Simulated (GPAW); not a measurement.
# MoS2 (P6_3/mmc) in GPAW: a series of runs, part 2 of 2

GPAW 26.7.0. The steps go on from the part before.

### 3 Single point, TB-mBJ

File run.py:

```python
from ase.dft.bandgap import bandgap
from ase.io import read, write
from gpaw import GPAW, PW

atoms = read('MoS2.cif')

calc = GPAW(mode=PW(600),
            xc='TB09',
            kpts={'size': (6, 6, 2), 'gamma': True},
            occupations={'name': 'fermi-dirac', 'width': 0.05},
            nbands=46,
            convergence={'density': 1e-05, 'energy': 1e-05},
            eigensolver='cg',
            maxiter=150,
            txt='gpaw.txt')
atoms.calc = calc
energy = atoms.get_potential_energy()
calc.write('gs.gpw')
write('result.traj', atoms)
print('Fermi level:', round(calc.get_fermi_level(), 4), 'eV')
print(f'Gap: {bandgap(calc)[0]:.4f} eV, direct: {bandgap(calc, direct=True)[0]:.4f} eV')
```

File MoS2.cif:

```cif
data_MoS2
_cell_length_a 3.16900000
_cell_length_b 3.16900000
_cell_length_c 12.32400000
_cell_angle_alpha 90.00000000
_cell_angle_beta 90.00000000
_cell_angle_gamma 120.00000000
_space_group_name_H-M_alt 'P1'
_space_group_name_Hall 'P 1'
_space_group_IT_number 1
loop_
_space_group_symop_operation_xyz
'x,y,z'
loop_
_atom_site_label
_atom_site_type_symbol
_atom_site_symmetry_multiplicity
_atom_site_Wyckoff_symbol
_atom_site_fract_x
_atom_site_fract_y
_atom_site_fract_z
_atom_site_occupancy
Mo1 Mo 1 a 0.6666666667 0.3333333333 0.7500000000 1
Mo2 Mo 1 a 0.3333333333 0.6666666667 0.2500000000 1
S1 S 1 a 0.6666666667 0.3333333333 0.3770000000 1
S2 S 1 a 0.3333333333 0.6666666667 0.8770000000 1
S3 S 1 a 0.6666666667 0.3333333333 0.1230000000 1
S4 S 1 a 0.3333333333 0.6666666667 0.6230000000 1
```

Potentials or basis: GPAW PAW data sets for LDA (gpaw-data 1.2.1), pw.

Started as:

```console
$ OMP_NUM_THREADS=1 python run.py
```

gpaw.txt:

```text
___ ___ ___ _ _ _
 |   |   |_  | | | |
 | | | | | . | | | |
 |__ |  _|___|_____|  26.7.0
 |___|_|

Input parameters:
  convergence: {density: 1e-05,
                energy: 1e-05}
  eigensolver: cg
  kpts: {gamma: True,
         size: (6, 6, 2)}
  maxiter: 150
  mode: {ecut: 600.0,
         name: pw}
  nbands: 46
  occupations: {name: fermi-dirac,
                width: 0.05}
  xc: TB09

System changes: positions, numbers, cell, pbc, initial_charges, initial_magmoms

Initialize ...

species:
  Mo:
    name:    Molybdenum
    Z:       42.0
    valence: 14
    core:    28
    charge:  0.0  # [|e|]
    compensation charges:
      type: gauss
      rc: 0.38  # [Å]
      lmax: 2
    cutoffs:
      filter: 2.16  # [Å]
      core: 1.42  # [Å]
    projectors
    | kind |    occ | energy [eV] | rcut [Å] |
    |------|--------|-------------|----------|
    |   4s |  2.000 |     -64.384 |    1.238 |
    |   5s |  1.000 |      -4.319 |    1.238 |
    |   4p |  6.000 |     -38.595 |    1.296 |
    |   5p |  0.000 |      -1.161 |    1.296 |
    |   4d |  5.000 |      -3.933 |    1.296 |
    |    d |        |      23.278 |    1.296 |

    Using partial waves for Mo as LCAO basis

  S:
    name:    Sulfur
    Z:       16.0
    valence: 6
    core:    10
    charge:  0.0  # [|e|]
    compensation charges:
      type: gauss
      rc: 0.24  # [Å]
      lmax: 2
    cutoffs:
      filter: 1.77  # [Å]
      core: 1.66  # [Å]
    projectors
    | kind |    occ | energy [eV] | rcut [Å] |
    |------|--------|-------------|----------|
    |   3s |  2.000 |     -17.278 |    0.974 |
    |   3p |  4.000 |      -7.106 |    0.979 |
    |    s |        |       9.933 |    0.974 |
    |    p |        |      20.105 |    0.979 |
    |    d |        |       0.000 |    0.900 |

    Using partial waves for S as LCAO basis

Reference energy: -263337.961849  # eV

Spin-paired calculation

Convergence criteria:
 Maximum [total energy] change in last 3 cyles: 1e-05 eV / valence electron
 Maximum integral of absolute [dens]ity change: 1e-05 electrons / valence electron
 Maximum integral of absolute [eigenst]ate change: 4e-08 eV^2 / valence electron
 Maximum number of scf [iter]ations: 150
 (Square brackets indicate name in SCF output, whereas a 'c' in
 the SCF output indicates the quantity has converged.)

Symmetries present (total): 12

  ( 1  1  0)  ( 1  1  0)  ( 1  0  0)  ( 1  0  0)  ( 0  1  0)  ( 0  1  0)
  ( 0 -1  0)  (-1  0  0)  ( 0  1  0)  (-1 -1  0)  ( 1  0  0)  (-1 -1  0)
[... 21 lines left out ...]

Wave functions: Plane wave expansion
  Cutoff energy: 600.000 eV
  Number of coefficients (min, max): 3504, 3614
  Pulay-stress correction: 0.000000 eV/Ang^3 (de/decut=0.000000)
  Using FFTW library
  ScaLapack parameters: grid=1x1, blocksize=None
  Wavefunction extrapolation:
    Improved wavefunction reuse through dual PAW basis

Occupation numbers: Fermi-Dirac:
  width: 0.0500  # eV

Eigensolver
   CG(niter=4, rtol=3.0e-01)

Densities:
  Coarse grid: 18*18*70 grid
  Fine grid: 36*36*140 grid
  Total Charge: 0.000000

Density mixing:
  Method: separate
  Backend: msr1
  Linear mixing parameter: 0.05
  old densities: 10
  Width of damping distribution: 1.1
  Damping of long wavelength oscillations: 20

Hamiltonian:
  XC and Coulomb potentials evaluated on a 36*36*140 grid
  Using the TB09 Exchange-Correlation functional
  External potential:
    NoExternalPotential

XC parameters: TB09 with 2 nearest neighbor stencil

Number of atoms: 6
Number of atomic orbitals: 42
Number of bands in calculation: 46
Number of valence electrons: 52
Bands to converge: occupied

... initialized

Initializing position-dependent things.

Density initialized from atomic densities
Creating initial wave functions:
  42 bands from LCAO basis set
  4 bands from random numbers

        S

           Mo
        S

           S
        Mo

           S

Atomic positions and initial magnetic moments

Positions:
   0 Mo     1.584500    0.914812    9.243000    ( 0.0000,  0.0000,  0.0000)
   1 Mo    -0.000000    1.829623    3.081000    ( 0.0000,  0.0000,  0.0000)
   2 S      1.584500    0.914812    4.646148    ( 0.0000,  0.0000,  0.0000)
   3 S     -0.000000    1.829623   10.808148    ( 0.0000,  0.0000,  0.0000)
   4 S      1.584500    0.914812    1.515852    ( 0.0000,  0.0000,  0.0000)
   5 S     -0.000000    1.829623    7.677852    ( 0.0000,  0.0000,  0.0000)

Unit cell:
           periodic     x           y           z      points  spacing
  1. axis:    yes    3.169000    0.000000    0.000000    18     0.1525
  2. axis:    yes   -1.584500    2.744435    0.000000    18     0.1525
  3. axis:    yes    0.000000    0.000000   12.324000    70     0.1761

  Lengths:   3.169000   3.169000  12.324000
  Angles:   90.000000  90.000000 120.000000

Effective grid spacing dv^(1/3) = 0.1678

iter:   1  9094.091901
iter:   2  9106.203011   +1.91  -1.13
iter:   3  9104.275267   +0.69  -1.15
iter:   4  9104.690285   +0.28  -1.22
iter:   5  9104.659907   -0.51  -1.29
iter:   6  9105.766304   +0.01  -1.42
iter:   7  9107.542928   -1.36  -1.76
iter:   8  9109.039050   -1.67  -1.95
iter:   9  9109.045856   -0.98  -1.84
iter:  10  9108.757853   -1.31  -2.39
iter:  11  9108.695498   -1.77  -2.25
[... 23 lines left out ...]
iter:  35  9109.411705   -5.94  -4.15
iter:  36  9109.409004   -5.85  -4.39
iter:  37  9109.399997   -6.39  -4.25
iter:  38  9109.408592   -5.84  -4.10
iter:  39  9109.400539   -5.50  -4.04
iter:  40  9109.406134   -5.35  -3.98
iter:  41  9109.401003   -5.40  -4.19
iter:  42  9109.405996   -5.48  -4.03
iter:  43  9109.402627   -5.56  -4.28
iter:  44  9109.403075   -5.67  -4.13
iter:  45  9109.402836c  -5.95  -5.32c
iter:  46  9109.402922c  -6.35  -5.24c
iter:  47  9109.403190c  -6.74  -5.16c
iter:  48  9109.403180c  -7.24  -5.08c
iter:  49  9109.403155c  -7.65c -5.00c

Converged after 49 iterations.

Dipole moment: (-0.000000, 0.000000, -0.000000) |e|*Ang

Energy contributions relative to reference atoms: (reference = -263337.961849)

Kinetic:        -47.880461
Potential:      +37.951629
External:        +0.000000
XC:            +9121.863151
Entropy (-ST):   -0.000001
Local:           -2.531163
SIC:             +0.000000
--------------------------
Free energy:   +9109.403155
Extrapolated:  +9109.403155

Showing only first 2 kpts
 Kpt  Band  Eigenvalues  Occupancy
  0    24      7.04986    2.00000
  0    25      8.06038    1.99992
  0    26     10.33062    0.00000
  0    27     10.33064    0.00000

  1    24      7.80177    2.00000
  1    25      7.80186    2.00000
  1    26     10.33503    0.00000
  1    27     10.33505    0.00000

Fermi level: 8.56533

Gap: 1.117 eV
Transition (v -> c):
  (s=0, k=0, n=25, [0.00, 0.00, 0.00]) -> (s=0, k=4, n=26, [0.33, -0.17, 0.00])
Direct/indirect transitions are different
Direct gap: 1.682 eV
Transition at: (s=0, k=8, n=25, [0.33, 0.33, 0.00])
Writing to gs.gpw (mode='')
```

Wall time 4.9 min (1 thread of Arm Neoverse V2, shared host); peak memory 0.35 GiB.

What came out:

| Property | Result |
| --- | --- |
| Band gap on the k mesh | 1.12 eV, indirect (least direct gap 1.68 eV) |

Levels at points of the mesh, in eV from the valence-band top:
```
           k point  band 24  band 25  band 26  band 27  band 28  band 29
(0.00, 0.00, 0.00)    -1.25    -1.01     0.00     2.27     2.27     2.30
(0.00, 0.00, 0.50)    -2.22    -0.26    -0.26     2.27     2.27     2.27
(0.50, 0.50, 0.00)    -1.57    -1.22    -1.13     1.66     1.70     2.13
(0.50, 0.50, 0.50)    -1.66    -1.17    -1.17     1.68     1.68     2.24
```

Caveat: the k mesh is coarse; a model potential gives levels but no total energy; the PAW data sets were made with another functional, which shifts forces and pressure a little.

### 4 Equation of state, PBE

File run.py:

```python
from ase.eos import EquationOfState
from ase.io import Trajectory, read
from ase.units import GPa
from gpaw import GPAW, PW, setup_paths

setup_paths.insert(0, '.')

atoms = read('MoS2.cif')

traj = Trajectory('eos.traj', 'w')
volumes, energies = [], []
for x in [0.94, 0.96, 0.98, 1.0, 1.02, 1.04, 1.06]:
    a = atoms.copy()
    a.set_cell(atoms.cell * x**(1 / 3), scale_atoms=True)
    calc = GPAW(mode=PW(600),
                xc='PBE',
                kpts={'size': (6, 6, 2), 'gamma': True},
                occupations={'name': 'fermi-dirac', 'width': 0.05},
                nbands=46,
                convergence={'density': 1e-05, 'energy': 1e-05},
                maxiter=150,
                txt=f'eos-{x:.2f}.txt')
    a.calc = calc
    energies.append(a.get_potential_energy(force_consistent=True))
    volumes.append(a.get_volume())
    p = -a.get_stress()[:3].mean() / GPa
    calc.write(f'eos-{x:.2f}.gpw')
    traj.write(a)
    print(f'{x:.2f} {volumes[-1]:10.4f} A^3 {energies[-1]:14.6f} eV {p:9.3f} GPa', flush=True)

v0, e0, B = EquationOfState(volumes, energies, eos='birchmurnaghan').fit()
print(f'V0 = {v0:.4f} A^3, E0 = {e0:.6f} eV, B0 = {B / GPa:.2f} GPa')
```

File MoS2.cif:

```cif
data_MoS2
_cell_length_a 3.16900000
_cell_length_b 3.16900000
_cell_length_c 12.32400000
_cell_angle_alpha 90.00000000
_cell_angle_beta 90.00000000
_cell_angle_gamma 120.00000000
_space_group_name_H-M_alt 'P6_3/mmc'
_space_group_name_Hall '-P 6c 2c'
_space_group_IT_number 194
loop_
_space_group_symop_operation_xyz
'x,y,z'
'-x,-y,-z'
'x-y,x,z+1/2'
'-x+y,-x,-z+1/2'
'-y,x-y,z'
'y,-x+y,-z'
'-x,-y,z+1/2'
'x,y,-z+1/2'
'-x+y,-x,z'
'x-y,x,-z'
'y,-x+y,z+1/2'
'-y,x-y,-z+1/2'
'-y,-x,-z+1/2'
'y,x,z+1/2'
'-x,-x+y,-z'
'x,x-y,z'
'-x+y,y,-z+1/2'
'x-y,-y,z+1/2'
'y,x,-z'
'-y,-x,z'
'x,x-y,-z+1/2'
'-x,-x+y,z+1/2'
'x-y,-y,-z'
'-x+y,y,z'
loop_
_atom_site_label
_atom_site_type_symbol
_atom_site_symmetry_multiplicity
_atom_site_Wyckoff_symbol
_atom_site_fract_x
_atom_site_fract_y
_atom_site_fract_z
_atom_site_occupancy
Mo1 Mo 2 c 0.6666666667 0.3333333333 0.7500000000 1
S1 S 4 f 0.6666666667 0.3333333333 0.3770000000 1
```

Potentials or basis: PAW data sets generated in the run's folder for this functional, pw.

Started as:

```console
$ gpaw-setup -f PBE Mo S
$ OMP_NUM_THREADS=1 python run.py
```

Wall time 4 min (1 thread of Intel Xeon Platinum 8375C at 2.90GHz (Ice Lake), shared host); peak memory 0.36 GiB.

The run converged. Its results:

```
Equilibrium volume                        : 18.11 Å³/atom
Bulk modulus at fixed shape and positions : 142 GPa
Pressure derivative of the bulk modulus   : 4.4
```

Energy against volume, from the lowest point:
```
volume (Å³/atom)  energy (meV/atom)
          16.792              48.78
          17.149              24.88
          17.507               9.31
          17.864               1.28
          18.221               0.00
          18.578               4.79
          18.936              15.03
```

Caveat: the k mesh is coarse (spacing up to 0.38 Å⁻¹), so the values aren't converged; the cell was scaled at fixed shape and fractional positions, which overstates the stiffness of a crystal with free parameters, most of all of layers and chains; this functional lacks dispersion, which binds the layers, so the pressure and a relaxed spacing across them are unreliable.

### 5 Summary

| task | level | potentials or basis | spin | band path | band points | spin axis theta (degrees) | spin axis phi (degrees) | gap on the mesh (eV) |
| --- | --- | --- | --- | --- | --- | --- | --- | --- |
| band structure | r2SCAN | GPAW PAW data sets (gpaw-data 1.2.1), pw | SOC, no magnetisation | GMKGALHA,LM,KH | 80 | 90 | 0 | 0.98 |
| single point | TB-mBJ | GPAW PAW data sets for LDA (gpaw-data 1.2.1), pw | off | - | - | - | - | 1.12 |
| equation of state | PBE | PAW data sets generated in the run's folder for this functional, pw | off | - | - | - | - | - |

Alike in all rows: cell as given; k mesh 6 × 6 × 2; cutoff (eV) 600; smearing fermi-dirac 0.05 eV; the mesh is coarse, so values aren't converged.

Caveats: some runs use coarse meshes; the PAW data sets were made with another functional, which shifts forces and pressure a little (some runs); spin-orbit coupling was added after a scalar SCF, so levels and gaps hold it while energy, forces, pressure and moments don't (some runs); this program's spin-orbit splittings come out too wide for heavy elements (some runs); a model potential gives levels but no total energy (some runs); the cell was scaled at fixed shape and fractional positions, which overstates the stiffness of a crystal with free parameters, most of all of layers and chains (some runs); this functional lacks dispersion, which binds the layers, so the pressure and a relaxed spacing across them are unreliable (some runs).

Absolute energies hang on the potentials; compare differences alone.

### 6 Comparison with measurements

Step 2. Against the measured gap of MoS2, 1.3 eV (indirect; 300 K; “Multiwavelength excitation Raman Scattering Analysis of bulk and 2 dimensional MoS2: Vibrational properties of atomically thin MoS2 layers”, 2015, arxiv:1506.03228), the calculated 0.98 eV is off by -0.32 eV. The value is that of r2SCAN, without temperature or zero-point motion.

Step 3. A measured gap of MoS2 is 1.3 eV (indirect; 300 K; “Multiwavelength excitation Raman Scattering Analysis of bulk and 2 dimensional MoS2: Vibrational properties of atomically thin MoS2 layers”, 2015, arxiv:1506.03228); the calculated 1.12 eV misses it by -0.18 eV. Spin-orbit coupling on Mo is left out. The value is that of TB-mBJ on a finite k mesh, which can miss the band edges, without temperature or zero-point motion.
